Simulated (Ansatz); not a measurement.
**CoO in Ansatz: the effect of fixed moment**

CoO:

```xyz
2
Lattice="0.0000 2.1315 2.1315 2.1315 0.0000 2.1315 2.1315 2.1315 0.0000" Properties=species:S:1:pos:R:3 pbc="T T T"
Co    0.0000    0.0000    0.0000
O     2.1315    2.1315    2.1315
```

Alike in all runs:

| Item | Value |
| --- | --- |
| Program | Ansatz 0.2.0 |
| Task | single point |
| Functional | PBE |
| Potentials or basis | Ansatz PAW |
| Cutoff | 420 eV (not typed: the program's choice for these potentials) |
| k mesh | 9 × 9 × 9 |
| Occupations | fermi-dirac, width 0.05 eV |

| fixed moment | spin | starting moments | energy over the lowest run (meV/atom) | pressure (GPa) |
| --- | --- | --- | --- | --- |
| 0 | collinear spin, program default start | - | 247.7 | -19.6 |
| 0.5 | collinear spin, ferromagnetic start | [0.5, 0.0] μB | 220.4 | -18.2 |
| 1 | collinear spin, ferromagnetic start | [1.0, 0.0] μB | 157.9 | -15.4 |
| 1.5 | collinear spin, ferromagnetic start | [1.5, 0.0] μB | 106.9 | -12.5 |
| 2 | collinear spin, ferromagnetic start | [2.0, 0.0] μB | 52.8 | -9.3 |
| 2.5 | collinear spin, ferromagnetic start | [2.5, 0.0] μB | 18.6 | -5.5 |
| 3 | collinear spin, ferromagnetic start | [3.0, 0.0] μB | 0.0 | -1.2 |
| 4 | collinear spin, ferromagnetic start | [4.0, 0.0] μB | ? | ? |

What does the run with fixed moment 4 give?

Energy over the lowest run 1271.6 meV/atom; pressure 22.2 GPa.

Worked out: A parabola through the other rows of the energy over the lowest run, of slope -46.8 meV/atom per unit of fixed moment there, extrapolates to -63.9 meV/atom, against the run's 1271.6. The fit is too stiff a form for this range. A parabola through the other rows of the pressure, of slope 11 GPa per unit of fixed moment there, extrapolates to 8.8 GPa, against the run's 22.2. The fit is too stiff a form for this range.

Caveats: the total moment is fixed, so each spin has its own Fermi level; the thresholds are loose for stress; a cell with one magnetic atom can't hold antiferromagnetic order, which such compounds often take (some runs).
